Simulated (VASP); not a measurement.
## Input and output of a VASP PBE single-point calculation on CdS (strained zincblende)

INCAR

```
SIGMA = 0.02
LCHARG = .FALSE.
ISIF = 2
NBANDS = 16
LASPH = .TRUE.
IBRION = -1
EDIFF = 1E-7
LWAVE = .FALSE.
ENCUT = 520
GGA = PE
ISMEAR = -1
PREC = Accurate
NSW = 0
LREAL = .FALSE.
NELM = 120
```

KPOINTS

```
KPOINTS created by Atomic Simulation Environment
0
Gamma
8 8 8
0 0 0
```

KPOINTS_OPT

```
special points
6
Reciprocal
0.0000000000 0.0000000000 0.0000000000 1
-0.5000000000 -0.5000000000 0.0000000000 1
-0.3750000000 -0.3750000000 0.2500000000 1
-0.3750000000 0.0000000000 0.3750000000 1
0.0000000000 0.0000000000 0.5000000000 1
-0.5000000000 -0.2500000000 0.2500000000 1
```

POSCAR

```
Cd S
 1.0000000000000000
     0.0000000000000000    3.0273912883000000    2.7995997332000000
     3.0273912883000000    0.0000000000000000    2.7995997332000000
     3.0273912883000000    3.0273912883000000    0.0000000000000000
 Cd  S
   1   1
Cartesian
  0.0000000000000000  0.0000000000000000  0.0000000000000000
  1.5136956441500000  1.5136956441500000  1.3997998666000000
```

VASP ran with the recommended PBE PAW datasets (18 valence electrons in the cell).

Command

```
mpirun -np 1 vasp_std
```

OSZICAR

```
N       E                     dE             d eps       ncg     rms          rms(c)
DAV:   1     0.106591957987E+03    0.10659E+03   -0.90364E+03  1936   0.102E+03
DAV:   2    -0.248583351641E+01   -0.10908E+03   -0.10316E+03  2280   0.251E+02
DAV:   3    -0.666051421088E+01   -0.41747E+01   -0.41641E+01  2352   0.509E+01
DAV:   4    -0.668685134713E+01   -0.26337E-01   -0.26334E-01  2368   0.396E+00
DAV:   5    -0.668721395862E+01   -0.36261E-03   -0.36261E-03  2376   0.443E-01    0.750E+00
DAV:   6    -0.615126231274E+01    0.53595E+00   -0.86343E-01  2784   0.113E+01    0.611E+00
DAV:   7    -0.613289404863E+01    0.18368E-01   -0.18887E-01  2400   0.298E+00    0.304E+00
DAV:   8    -0.613306983887E+01   -0.17579E-03   -0.16803E-02  2304   0.161E+00    0.279E-01
DAV:   9    -0.613300239703E+01    0.67442E-04   -0.19056E-03  2352   0.622E-01    0.617E-02
DAV:  10    -0.613314275893E+01   -0.14036E-03   -0.24535E-04  2424   0.148E-01    0.714E-02
DAV:  11    -0.613322607824E+01   -0.83319E-04   -0.13924E-04  2224   0.895E-02    0.262E-02
DAV:  12    -0.613321831972E+01    0.77585E-05   -0.22790E-05  2496   0.588E-02    0.941E-03
DAV:  13    -0.613321929764E+01   -0.97792E-06   -0.29549E-06  2264   0.103E-02    0.620E-03
DAV:  14    -0.613321919750E+01    0.10013E-06   -0.22806E-07  2464   0.300E-03    0.428E-03
DAV:  15    -0.613321918660E+01    0.10904E-07   -0.20465E-08  1672   0.880E-04
   1 F= -.61332192E+01 E0= -.61332192E+01  d E =-.919829E-11
       N       E                     dE             ncg
DAV:   1     0.180999220461E+04   -0.29170E+04      192
DAV:   2     0.115383231923E+04   -0.65616E+03      240
DAV:   3     0.112877064637E+04   -0.25062E+02      240
DAV:   4     0.112862717902E+04   -0.14347E+00      240
DAV:   5     0.112862534929E+04   -0.18297E-02      256
DAV:   6     0.112862531471E+04   -0.34581E-04      232
DAV:   7     0.112862531391E+04   -0.80673E-06      272
DAV:   8     0.112862531389E+04   -0.19843E-07      184
```

From OUTCAR

```
k-points           NKPTS =     59   k-points in BZ     NKDIM =     59   number of bands    NBANDS=     16

   NELECT =      18.0000    total number of electrons

   dimension x,y,z NGX =    32 NGY =   32 NGZ =   32
   dimension x,y,z NGXF=    64 NGYF=   64 NGZF=   64

  energy-cutoff  :      520.00
  volume of cell :       51.32
      direct lattice vectors                 reciprocal lattice vectors
     0.000000000  3.027391288  2.799599733    -0.165158697  0.165158697  0.178596959
     3.027391288  0.000000000  2.799599733     0.165158697 -0.165158697  0.178596959
     3.027391288  3.027391288  0.000000000     0.165158697  0.165158697 -0.178596959

 k-points in reciprocal lattice and weights: KPOINTS created by Atomic Simulation Env
   0.00000000  0.00000000  0.00000000       0.002
   0.12500000  0.00000000  0.00000000       0.016
   0.25000000  0.00000000  0.00000000       0.016
   0.37500000  0.00000000  0.00000000       0.016
   0.50000000  0.00000000  0.00000000       0.008
   0.12500000  0.12500000  0.00000000       0.004
   0.25000000  0.12500000  0.00000000       0.016
   0.37500000  0.12500000  0.00000000       0.016
   ...

 E-fermi :   1.5298

 k-point     1 :       0.0000    0.0000    0.0000
  band No.  band energies     occupation
      1     -11.1274      2.00000
      2      -6.5897      2.00000
      3      -6.5897      2.00000
      4      -6.5499      2.00000
      5      -6.1634      2.00000
      6      -6.1368      2.00000
      7       0.9550      2.00000
      8       0.9550      2.00000
      9       1.1508      2.00000
     10       2.0868      0.00000
     11       7.6142      0.00000
     12       7.6142      0.00000
     13       7.6187      0.00000
     14      11.9463      0.00000
     15      12.1975      0.00000
     16      12.8492      0.00000

 k-point     2 :       0.1250    0.0000    0.0000
  band No.  band energies     occupation
      1     -11.0692      2.00000
      2      -6.5700      2.00000
      3      -6.5544      2.00000
      4      -6.5143      2.00000
      5      -6.1613      2.00000
      6      -6.1396      2.00000
      7       0.0114      2.00000
      8       0.8305      2.00000
      9       0.9900      2.00000
     10       2.9309      0.00000
     11       7.2944      0.00000
     12       7.7683      0.00000
     13       7.8644      0.00000
     14      11.4937      0.00000
     15      11.9855      0.00000
     16      13.0350      0.00000

 k-point     3 :       0.2500    0.0000    0.0000
  band No.  band energies     occupation
      1     -10.9280      2.00000
      2      -6.5293      2.00000
      3      -6.4989      2.00000
      4      -6.3480      2.00000
      5      -6.1472      2.00000
      6      -6.1395      2.00000
      7      -1.3875      2.00000
      8       0.5491      2.00000
      9       0.7615      2.00000
     10       3.7273      0.00000
     11       7.2075      0.00000
     12       7.9341      0.00000
     13       8.3217      0.00000
     14      11.5042      0.00000
     15      11.5678      0.00000
     16      12.6040      0.00000

 k-point     4 :       0.3750    0.0000    0.0000
  band No.  band energies     occupation
      1     -10.7868      2.00000
      2      -6.5006      2.00000
      3      -6.4592      2.00000
      4      -6.1485      2.00000
      5      -6.1173      2.00000
      6      -6.0155      2.00000
      7      -2.6042      2.00000
      8       0.2878      2.00000
      9       0.5522      2.00000
     10       3.9423      0.00000
     11       7.8356      0.00000
     12       7.8445      0.00000
     13       8.5358      0.00000
     14      11.7449      0.00000
     15      12.5635      0.00000
     16      12.6227      0.00000

 k-point     5 :       0.5000    0.0000    0.0000
  band No.  band energies     occupation
      1     -10.7288      2.00000
      2      -6.4926      2.00000
      3      -6.4463      2.00000
      4      -6.1350      2.00000
      5      -6.0999      2.00000
      6      -5.8038      2.00000
      7      -3.1527      2.00000
      8       0.1839      2.00000
      9       0.4693      2.00000
     10       3.9415      0.00000
     11       7.7646      0.00000
     12       8.2857      0.00000
     13       8.5315      0.00000
     14      11.9430      0.00000
     15      13.2337      0.00000
     16      13.7532      0.00000

 k-point     6 :       0.1250    0.1250    0.0000
  band No.  band energies     occupation
      1     -11.0444      2.00000
      2      -6.5501      2.00000
      3      -6.5501      2.00000
      4      -6.5106      2.00000
      5      -6.1485      2.00000
      6      -6.1467      2.00000
      7       0.1070      2.00000
      8       0.6374      2.00000
      9       0.6374      2.00000
     10       3.2974      0.00000
     11       6.8200      0.00000
     12       7.9889      0.00000
     13       7.9889      0.00000
     14      11.4685      0.00000
     15      12.0847      0.00000
     16      13.7464      0.00000

 k-point     7 :       0.2500    0.1250    0.0000
  band No.  band energies     occupation
      1     -10.9279      2.00000
      2      -6.5073      2.00000
      3      -6.5044      2.00000
      4      -6.4026      2.00000
      5      -6.1411      2.00000
      6      -6.1306      2.00000
      7      -0.9872      2.00000
      8       0.3170      2.00000
      9       0.4908      2.00000
     10       4.0709      0.00000
     11       6.4476      0.00000
     12       8.3130      0.00000
     13       8.3482      0.00000
     14      10.8048      0.00000
     15      12.1761      0.00000
     16      13.5272      0.00000

 k-point     8 :       0.3750    0.1250    0.0000
  band No.  band energies     occupation
      1     -10.7884      2.00000
      2      -6.4691      2.00000
      3      -6.4640      2.00000
      4      -6.2412      2.00000
      5      -6.1061      2.00000
      6      -6.0183      2.00000
      7      -2.2085      2.00000
      8       0.0624      2.00000
      9       0.2492      2.00000
     10       4.4204      0.00000
     11       6.9372      0.00000
     12       8.3077      0.00000
     13       8.3157      0.00000
     14      11.2372      0.00000
     15      12.9830      0.00000
     16      13.2615      0.00000

 k-point     9 :       0.5000    0.1250    0.0000
  band No.  band energies     occupation
      1     -10.7079      2.00000
      2      -6.4590      2.00000
      3      -6.4393      2.00000
      4      -6.1759      2.00000
      5      -6.0982      2.00000
      6      -5.7755      2.00000
      7      -2.9870      2.00000
      8       0.0028      2.00000
      9       0.0139      2.00000
     10       4.4547      0.00000
     11       7.4311      0.00000
     12       8.1599      0.00000
     13       8.5918      0.00000
     14      11.8544      0.00000
     15      13.5878      0.00000
     16      13.7064      0.00000

 k-point    10 :      -0.3750    0.1250    0.0000
  band No.  band energies     occupation
      1     -10.7323      2.00000
      2      -6.4689      2.00000
      3      -6.4360      2.00000
      4      -6.1464      2.00000
      5      -6.1251      2.00000
      6      -5.8807      2.00000
      7      -2.7901      2.00000
      8      -0.0692      2.00000
      9       0.1666      2.00000
     10       4.4896      0.00000
     11       7.3997      0.00000
     12       8.1090      0.00000
     13       8.6010      0.00000
     14      12.2031      0.00000
     15      12.5394      0.00000
     16      13.5784      0.00000

 k-point    11 :      -0.2500    0.1250    0.0000
  band No.  band energies     occupation
      1     -10.8479      2.00000
      2      -6.5014      2.00000
      3      -6.4528      2.00000
      4      -6.2209      2.00000
      5      -6.1596      2.00000
      6      -6.1314      2.00000
      7      -1.8282      2.00000
      8       0.0826      2.00000
      9       0.4738      2.00000
     10       4.3505      0.00000
     11       7.2719      0.00000
     12       8.0381      0.00000
     13       8.1209      0.00000
     14      10.9590      0.00000
     15      12.3081      0.00000
     16      13.8745      0.00000

 k-point    12 :      -0.1250    0.1250    0.0000
  band No.  band energies     occupation
      1     -10.9880      2.00000
      2      -6.5470      2.00000
      3      -6.4898      2.00000
      4      -6.4494      2.00000
      5      -6.1696      2.00000
      6      -6.1367      2.00000
      7      -0.7344      2.00000
      8       0.5172      2.00000
      9       0.7571      2.00000
     10       3.6560      0.00000
     11       7.2108      0.00000
     12       7.9257      0.00000
     13       8.0010      0.00000
     14      10.7865      0.00000
     15      11.6996      0.00000
     16      14.0245      0.00000

 ...

  Total        0.1649772      0.1649772      0.5557777      0.0000000     -0.0000000      0.0000000
  in kB        5.1507604      5.1507604     17.3519658      0.0000000     -0.0000000      0.0000000
  external PRESSURE =       9.2178289 kB  Pullay stress =       0.0000000 kB

 POSITION                                       TOTAL-FORCE (eV/Angst)
 -----------------------------------------------------------------------------------
      0.00000      0.00000      0.00000        -0.000000     -0.000000     -0.000000
      1.51370      1.51370      1.39980         0.000000      0.000000      0.000000
 -----------------------------------------------------------------------------------
    total drift:                               -0.000000     -0.000000     -0.000001

  FREE ENERGIE OF THE ION-ELECTRON SYSTEM (eV)
  ---------------------------------------------------
  free  energy   TOTEN  =        -6.1332191866 eV

  energy  without entropy=       -6.1332191866  energy(sigma->0) =       -6.13321919
```

- gap between bands v and c: 0.94 eV
- least direct gap: 0.94 eV
- pressure: 0.9 GPa

Band v is the last that the valence electrons fill when counted band by band, and c is the next.

The run took about 30 s on one core of a shared host (Intel Xeon Platinum 8488C) and held 0.22 GiB at most.
